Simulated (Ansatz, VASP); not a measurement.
**HgTe (Coloradoite): VASP beside Ansatz**

```xyz
2
Lattice="0.0000 3.2145 3.2145 3.2145 0.0000 3.2145 3.2145 3.2145 0.0000" Properties=species:S:1:pos:R:3 pbc="T T T"
Hg    0.0000    0.0000    0.0000
Te    4.8217    4.8217    4.8217
```

Alike in both runs: task single point; functional PBE; k mesh 7 × 7 × 7; occupations gaussian, width 0.029 eV; no spin polarisation.

|  | VASP | Ansatz |
| --- | --- | --- |
| version | VASP 6.6.1 | Ansatz 0.2.0 |
| potentials or method | VASP PAW PBE potentials, release 64 (Hg, Te) | Ansatz PAW |
| plane-wave cutoff (eV) | 520 | 420 |
| valence electrons in the cell | 18 | 36 |

|  | VASP | Ansatz | Ansatz less VASP |
| --- | --- | --- | --- |
| gap on the k mesh at the Fermi level (eV) | none | none | - |
| pressure (GPa) | 4.6 | 4.6 | -0.07 |

A gap of «none» marks a metal or a gap that the smearing closes. The two sets of potentials don't hold the same shells in valence.

Spin-orbit coupling is left out, which matters for the levels of Hg, Te.
